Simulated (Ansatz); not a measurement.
# BaF2 (Frankdicksonite): further runs on the relaxed cell

An exercise on one series of results from a longer session: the logs are not shown, and one member is left open.

Computed with Ansatz 0.2.0 (DFT PBE, scalar-relativistic, plane waves, PAW, unless a step's input says otherwise).

1 further run of the same task is left out (set aside as unsound or not needed).

### The system as given

Symmetry: Fm-3m, No. 225, cubic system. The conventional cell has a = 6.246 Å, b = 6.246 Å, c = 6.246 Å, α = 90.00°, β = 90.00°, γ = 90.00°. Ba (site symmetry m-3m) is surrounded by 8 F at 2.70 Å. F (site symmetry -43m) has 4 Ba at 2.70 Å as nearest neighbours.

Structure file:

```
Ba F
1.0
     0.00000    3.12300    3.12300
     3.12300    0.00000    3.12300
     3.12300    3.12300    0.00000
Ba F
1 2
Direct
  0.00000 0.00000 0.00000
  0.25000 0.25000 0.25000
  0.75000 0.75000 0.75000
```

It is the result of an earlier relaxation at this level (volume 20.31 Å³/atom; gap on the mesh: 6.75 eV).

The first run:

input.yaml reads:

```yaml
crystal:
  lattice:
    - [0.0, 3.0914533335, 3.0914533335]
    - [3.0914533335, 0.0, 3.0914533335]
    - [3.0914533335, 3.0914533335, 0.0]
  atoms:
    - { symbol: Ba, position: [0.0, 0.0, 0.0] }
    - { symbol: F, position: [0.25, 0.25, 0.25] }
    - { symbol: F, position: [0.75, 0.75, 0.75] }
basis:
  ecutwfc: 420
kpoints:
  mp_grid: { grid: [6, 6, 6] }
hamiltonian:
  xc: pbe
scf:
  occupations: { method: gaussian, width: 0.02 }
output:
  forces: true
  stress: true
  eigenvalues: true
```

The run is started by

```console
$ ansatz run input.yaml --threads 1 --pin off --max-ram 2560MiB --backend cpu --events-out ev --progress --plain --runs-dir out
```

Steps of the session up to this table: The cell scaled to 0.97 of its volume; Point at V/V0 = 1.03; The cell scaled to 0.94 of its volume; The cell scaled to 1.06 of its volume; The cell scaled to 0.91 of its volume; The cell scaled to 1.10 of its volume; Point at V/V0 = 0.88.

One table of the session follows, with a row left open; its other results are not shown here.

It belongs to the step «Fit of the equation of state». 

| volume (Å³/atom) | energy above the lowest point (meV/atom) | pressure (GPa) | gap on the mesh (eV) |
| --- | --- | --- | --- |
| 17.869 | 63.1 | 9.36 | 7.33 |
| 18.478 | ? | ? | ? |
| 19.088 | 14.0 | 3.88 | 7.04 |
| 19.697 | 3.4 | 1.78 | 6.89 |
| 20.306 | 0.0 | 0.01 | 6.75 |
| 20.915 | 2.8 | -1.48 | 6.61 |
| 21.524 | 10.9 | -2.73 | 6.48 |
| 22.337 | 28.4 | -4.10 | 6.31 |

**Question.** Estimate the row for volume (Å³/atom) = 18.478.

Worked estimate for «energy above the lowest point (meV/atom)». A straight line through the neighbours (17.869, 63.1) and (19.088, 14.0) gives 63.1 + (14.0 − 63.1) × (18.478 − 17.869) / (19.088 − 17.869) = 38.6; a parabola fitted to 3 rows on both sides gives 33.9.

**Answer.** energy above the lowest point (meV/atom): 33.4; pressure (GPa): 6.38; gap on the mesh (eV): 7.19. In «energy above the lowest point (meV/atom)» the line misses by +5.2 and the parabola by +0.5.
